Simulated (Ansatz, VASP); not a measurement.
**InAs: VASP beside Ansatz**

Contents of INCAR:

```
SYSTEM = InAs
PREC = Accurate ; ENCUT = 520
EDIFF = 1E-6 ; ISMEAR = 0
SIGMA = 0.1 ; LREAL = .False.
LASPH = .True. ; NELM = 100
ALGO = Normal ; ISIF = 2
LWAVE = .False. ; LCHARG = .True.
GGA = PE ; LELF = .True.
LVHAR = .True. ; NBANDS = 16
```

File KPOINTS:

```
Automatic mesh
0
Gamma
  6 6 6
  0 0 0
```

POSCAR

```
InAs
1.0
    3.6320722600      0.0000000000      0.0000000000
    0.0000000000      3.6320722600      0.0000000000
    0.0000000000      0.0000000000      3.6320722600
In As
1 1
Direct
    0.0000000000      0.0000000000      0.0000000000
    0.5000000000      0.5000000000      0.5000000000
```

Input for Ansatz:

```yaml
crystal:
  lattice:
    - [3.63207226, 0.0, 0.0]
    - [0.0, 3.63207226, 0.0]
    - [0.0, 0.0, 3.63207226]
  atoms:
    - { symbol: In, position: [0.0, 0.0, 0.0] }
    - { symbol: As, position: [0.5, 0.5, 0.5] }
basis:
  ecutwfc: 420
kpoints:
  mp_grid: { grid: [6, 6, 6] }
hamiltonian:
  xc: pbe
scf:
  occupations: { method: gaussian, width: 0.1 }
  lower_state_search: "off"
output:
  forces: true
  stress: true
  eigenvalues: true
```

Alike in both runs: task single point; functional PBE; k mesh 6 × 6 × 6; occupations gaussian, width 0.1 eV; no spin polarisation.

```csv
,VASP,Ansatz
version,VASP 6.6.1,Ansatz 0.2.0
potentials or method,"VASP PAW PBE potentials, release 64 (In_d, As)","scalar-relativistic, plane waves, PAW"
plane-wave cutoff (eV),520,420
valence electrons in the cell,18,28
```

|  | VASP | Ansatz | Ansatz less VASP |
| --- | --- | --- | --- |
| gap on the k mesh at the Fermi level (eV) | none | none | - |
| pressure (GPa) | -2.2 | -2.2 | +0.02 |

A gap of «none» marks a metal or a gap that the smearing closes. The two sets of potentials don't hold the same shells in valence.
